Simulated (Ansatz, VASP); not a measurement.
**One calculation of Ca, two programs**

INCAR

```
SYSTEM = Ca
  ALGO = Normal
  EDIFF = 1E-6
  ENCUT = 520
  GGA = PE
  ISIF = 2
  ISMEAR = 0
  LASPH = .True.
  LCHARG = .False.
  LREAL = .False.
  LWAVE = .False.
  NBANDS = 28
  NELM = 100
  PREC = Accurate
  SIGMA = 0.1
```

Contents of KPOINTS:

```
k-points
0
Gamma
  10 10 4
  0 0 0
```

POSCAR

```
Ca
1.0
    4.1318454949      0.0349847843     -0.0183234786
   -2.0356250355      3.5258318725      0.0366490300
   -0.0595854194      0.1032127567     12.9844736641
Ca
4
Direct
    0.0044043973     -0.0244228025     -0.0071302769
    0.3302685477      0.6651342789      0.2500000000
    0.0044043973      0.0288271998      0.5071302769
    0.6609226577      0.3304613238      0.7500000000
```

Input for Ansatz:

```yaml
crystal:
  lattice:
    - [4.1318454949, 0.0349847843, -0.0183234786]
    - [-2.0356250355, 3.5258318725, 0.03664903]
    - [-0.0595854194, 0.1032127567, 12.9844736641]
  atoms:
    - { symbol: Ca, position: [0.0044043973, -0.0244228025, -0.0071302769] }
    - { symbol: Ca, position: [0.3302685477, 0.6651342789, 0.25] }
    - { symbol: Ca, position: [0.0044043973, 0.0288271998, 0.5071302769] }
    - { symbol: Ca, position: [0.6609226577, 0.3304613238, 0.75] }
basis:
  ecutwfc: 420
kpoints:
  mp_grid: { grid: [10, 10, 4] }
hamiltonian:
  xc: pbe
scf:
  occupations: { method: gaussian, width: 0.1 }
output:
  forces: true
  stress: true
  eigenvalues: true
```

Alike in both runs: task single point; functional PBE; k mesh 10 × 10 × 4; occupations gaussian, width 0.1 eV; no spin polarisation.

|  | VASP | Ansatz |
| --- | --- | --- |
| version | VASP 6.6.1 | Ansatz 0.2.0 |
| potentials or method | VASP PAW PBE potentials, release 64 (Ca_sv) | scalar-relativistic, plane waves, PAW |
| plane-wave cutoff (eV) | 520 | 420 |
| valence electrons in the cell | 40 | 40 |

```tsv
	VASP	Ansatz	Ansatz less VASP
gap on the k mesh at the Fermi level (eV)	none	none	-
pressure (GPa)	-1.6	-1.6	0.00
largest component of the traceless stress (GPa)	0.70	0.70	-0.001
rms of the force components (eV/Å)	0.060	0.060	-0.0002
```

Atom by atom the forces differ by 0.000 eV/Å (rms over components). A gap of «none» marks a metal or a gap that the smearing closes. With one functional, cell and mesh, what is left measures potentials, basis and numerics. Ansatz warned: «near_symmetry_operations_not_taken».
